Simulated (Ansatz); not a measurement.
## WS2: equation of state with PBE

WS2:

```
W S
1.0
     3.18000    0.00000    0.00000
    -1.59000    2.75396    0.00000
     0.00000    0.00000   12.50000
W S
2 4
Direct
  0.33333 0.66667 0.25000
  0.66667 0.33333 0.75000
  0.33333 0.66667 0.62000
  0.66667 0.33333 0.12000
  0.33333 0.66667 0.88000
  0.66667 0.33333 0.38000
```

| Property | Result |
| --- | --- |
| Program | Ansatz 0.2.0 |
| Task | equation of state |
| Functional | PBE |
| Potentials or basis | all-electron LAPW, scalar-relativistic |
| Basis error allowed | 0.001 eV/atom |
| k mesh | 10 × 10 × 3 |
| Occupations | fermi-dirac, width 0.05 eV |
| Spin | no spin polarisation |

| Item | Value |
| --- | --- |
| Equilibrium volume | 17.81 Å³/atom |
| Bulk modulus at fixed shape and positions | 160 GPa |
| Pressure derivative of the bulk modulus | 4.4 |

Energy against volume, from the lowest point:
| volume (Å³/atom) | energy (meV/atom) |
| --- | --- |
| 17.150 | 13.11 |
| 17.515 | 2.47 |
| 17.880 | 0.00 |
| 18.245 | 4.84 |
| 18.610 | 16.24 |
| 18.975 | 33.49 |
| 19.340 | 56.00 |

All runs of the series together: 4 min on 4 threads of Intel(R) Xeon(R) Processor @ 2.50GHz (Skylake/Cascade Lake) (shared host).

Caveat: the cell was scaled at fixed shape and fractional positions, which overstates the stiffness of a crystal with free parameters, most of all of layers and chains; this functional lacks dispersion, which binds the layers, so the pressure and a relaxed spacing across them are unreliable. The run has no spin-orbit coupling, so splittings on W are missing.
